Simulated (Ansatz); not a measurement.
**KTaO3 [001], cubic perovskite: pulling along c**

The c axis is held at a set length while the cell relaxes sideways. How do the lateral strain and the stress follow? The strained cell has c along the load; unstrained it is a = 3.9842 Å, b = 3.9842 Å, c = 3.9842 Å, α = 90.00°, β = 90.00°, γ = 90.00°, with 5 atoms. The symmetry of the cell is held, so distortions that would lower it, which this phase may prefer, aren't tested.

Calculated with Ansatz 0.2.0, PBEsol, PAW files of the set soft_1, cutoff 600 eV, Fermi–Dirac smearing 0.02 eV, k-mesh 7×7×7, no spin polarisation, no spin-orbit coupling.

Relaxed positions at 0 %:

```
atom       x       y       z
  Ta  0.5000  0.5000  0.5000
   K  0.0000  0.0000  0.0000
   O  0.5000  0.5000  0.0000
   O  0.5000  0.0000  0.5000
   O  0.0000  0.5000  0.5000
```

| ε_c (%) | a (Å) | c (Å) | ε_a (%) | σ (GPa, tension positive) |
| --- | --- | --- | --- | --- |
| −3 | 4.0026 | 3.8647 | 0.463 | −15.13 |
| −2 | 3.9963 | 3.9045 | 0.303 | −9.57 |
| 0 | 3.9842 | 3.9842 | 0.000 | 0.00 |
| 1 | 3.9784 | 4.0240 | −0.144 | 4.10 |
| 2 | 3.9729 | 4.0639 | −0.283 | 7.79 |
| 3 | 3.9676 | 4.1037 | −0.417 | 11.11 |

**Question.** Fit both responses and give the free strain and the stress at −1 %, a row left out above.

Least squares with y = y0 + y1 ε + y2 ε² (ε in %) gives ε_a = 0.000 + (−0.1466) ε + (0.0026) ε² and σ = −0.01 + (4.362) ε + (−0.222) ε² GPa. The linear terms put the ratio of free to applied strain at −0.147 and the Young modulus at 436 GPa.

At −1 % the free strain comes out as 0.149 %. The run itself gives 0.149 %, so the estimate misses by 0.000 %, a rounding's worth.

The stress comes out as −4.60 GPa. The run itself gives −4.54 GPa, so the estimate misses by 0.06 GPa; the fitted rows themselves lie up to 0.05 GPa off the law.

Along a cube axis ν = C12/(C11 + C12) and Y = (C11 − C12)(C11 + 2C12)/(C11 + C12), so C11 = Y(1 − ν)/[(1 + ν)(1 − 2ν)] = 459 GPa and C12 = 79 GPa.

The negative ε² term means that the crystal stiffens in compression and softens in tension.

[Logs are printed without paths, hosts, clocks, repeated set-up lines and the standing remarks that a program may print on its own settings, such as how far it seeks lower states.]
